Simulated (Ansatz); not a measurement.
Molecular dynamics on a 2×2×2 supercell (16 atoms) of AlN (F-43m), relaxed with r2SCAN. Forces come from PBEsol in Ansatz: a Nosé-Hoover thermostat at fixed volume, 200 K, steps of 1 fs. Spin polarisation is off, nuclei are classical, and the run is far too short for thermal averages.

```yaml
crystal:
  lattice:
    - [0.0, 4.369752971, 4.369752971]
    - [4.369752971, 0.0, 4.369752971]
    - [4.369752971, 4.369752971, 0.0]
  atoms:
    - { symbol: Al, position: [0.0, 0.0, 0.0] }
    - { symbol: "N", position: [0.375, 0.375, 0.375] }
    - { symbol: Al, position: [0.0, 0.0, 0.5] }
    - { symbol: "N", position: [0.375, 0.375, 0.875] }
    - { symbol: Al, position: [0.0, 0.5, 0.0] }
    - { symbol: "N", position: [0.375, 0.875, 0.375] }
    - { symbol: Al, position: [0.0, 0.5, 0.5] }
    - { symbol: "N", position: [0.375, 0.875, 0.875] }
    - { symbol: Al, position: [0.5, 0.0, 0.0] }
    - { symbol: "N", position: [0.875, 0.375, 0.375] }
    - { symbol: Al, position: [0.5, 0.0, 0.5] }
    - { symbol: "N", position: [0.875, 0.375, 0.875] }
    - { symbol: Al, position: [0.5, 0.5, 0.0] }
    - { symbol: "N", position: [0.875, 0.875, 0.375] }
    - { symbol: Al, position: [0.5, 0.5, 0.5] }
    - { symbol: "N", position: [0.875, 0.875, 0.875] }
kpoints:
  mp_grid: { grid: [4, 4, 4] }
hamiltonian:
  xc: pbesol
scf:
  occupations: { method: fermi_dirac, width: 0.02 }
md:
  ensemble: nvt_nose_hoover
  temperature: 200
  timestep: 1.0
  n_steps: 20
  initial_velocities: maxwell_boltzmann
  seed: 8217
```

Run as `ansatz run input.yaml --threads 4 --pin off --max-ram 5529MiB --backend cpu --events-out ev --progress --plain --runs-dir out`.

Problem. What wall time did it need on 4 threads of Arm Neoverse V2, with other jobs on the host, and what peak of host memory did it reach?

Solution. About 60 s, with a peak of 0.7 GiB.

```csv
step,t (fs),T (K),free energy F from step 0 (meV/atom),kinetic energy (meV/atom),largest force (eV/Å)
0,0,200,0.0,24.2,0.00
1,1,198,0.3,24.0,0.22
2,2,191,1.1,23.1,0.44
3,3,180,2.4,21.8,0.65
4,4,166,4.2,20.1,0.86
5,5,149,6.2,18.0,1.05
6,6,130,8.5,15.8,1.23
7,7,111,10.8,13.4,1.40
8,8,92,13.1,11.2,1.55
9,9,75,15.3,9.1,1.67
10,10,60,17.1,7.2,1.77
11,11,48,18.5,5.8,1.85
12,12,40,19.4,4.9,1.91
13,13,37,19.9,4.4,1.93
14,14,37,19.8,4.5,1.93
15,15,42,19.3,5.0,1.91
16,16,50,18.3,6.0,1.85
17,17,60,17.0,7.3,1.78
18,18,73,15.5,8.9,1.68
19,19,88,13.7,10.6,1.56
20,20,102,12.0,12.4,1.42
```

The temperature starts at 200 K, is lowest at step 13 (37 K, 13 fs) and ends at 102 K. The thermostat hasn't had time to restore it. The atoms start on their lattice sites with kinetic energy alone, so much of it first passes into potential energy. By the last step the atoms have moved 0.05 Å in the root mean square, the drift of the whole cell taken out, 0.08 Å at most.

Positions (Å) and forces (eV/Å) at step 20:
```
Al  -0.012  -0.029   0.011    -0.209   0.664  -0.270
N    3.324   3.299   3.263    -0.367  -0.345   0.025
Al   2.188   2.181  -0.035    -0.780  -0.187   1.175
N    5.431   5.463   3.290     0.414  -0.187  -0.031
Al   2.219   0.017   2.188    -0.560   0.525   0.040
N    5.433   3.246   5.532     0.429   0.145  -0.862
Al   4.419   2.207   2.155    -0.199   0.097   0.242
N    7.612   5.458   5.451     0.077  -0.110  -0.074
Al  -0.045   2.149   2.195     0.327   0.204  -0.024
N    3.316   5.484   5.476    -0.547   0.103  -0.280
Al   2.194   4.367   2.207    -0.517  -0.167  -0.365
N    5.512   7.696   5.431    -0.250  -0.473   0.321
Al   2.186   2.209   4.333     0.160  -0.367   0.009
N    5.421   5.450   7.643     0.652   0.123   0.121
Al   4.353   4.356   4.404     0.814   0.027   0.014
N    7.605   7.644   7.652     0.556  -0.051  -0.041
```
